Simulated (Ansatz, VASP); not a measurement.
## Li2S in VASP and in Ansatz

```
CELL_PARAMETERS angstrom
0.00000 2.78458 2.78458
2.78458 0.00000 2.78458
2.78458 2.78458 0.00000
ATOMIC_POSITIONS crystal
Li 0.25000 0.25000 0.25000
Li 0.75000 0.75000 0.75000
S 0.00000 0.00000 0.00000
```

Alike in both runs: functional PBE; dispersion D3(BJ); k mesh 8 × 8 × 8; occupations gaussian, width 0.02 eV; no spin polarisation.

Ansatz relaxed the structure, and its values are those at the end. VASP's run is a single point on that final structure, the one shown.

|  | VASP | Ansatz |
| --- | --- | --- |
| version | VASP 6.6.1 | Ansatz 0.2.0 |
| potentials or method | VASP PAW PBE potentials, release 64 (Li_sv, S) | scalar-relativistic, plane waves, PAW |
| plane-wave cutoff (eV) | 520 | 420 |
| valence electrons in the cell | 12 | 12 |

|  | VASP | Ansatz | Ansatz less VASP |
| --- | --- | --- | --- |
| gap on the k mesh at the Fermi level (eV) | 3.34 | 3.34 | +0.003 |
| least direct gap on the mesh (eV) | 4.64 | 4.63 | -0.010 |

The functional is the same, so the differences come from potentials, cutoffs and numerics.

 A k mesh can miss the band edges.
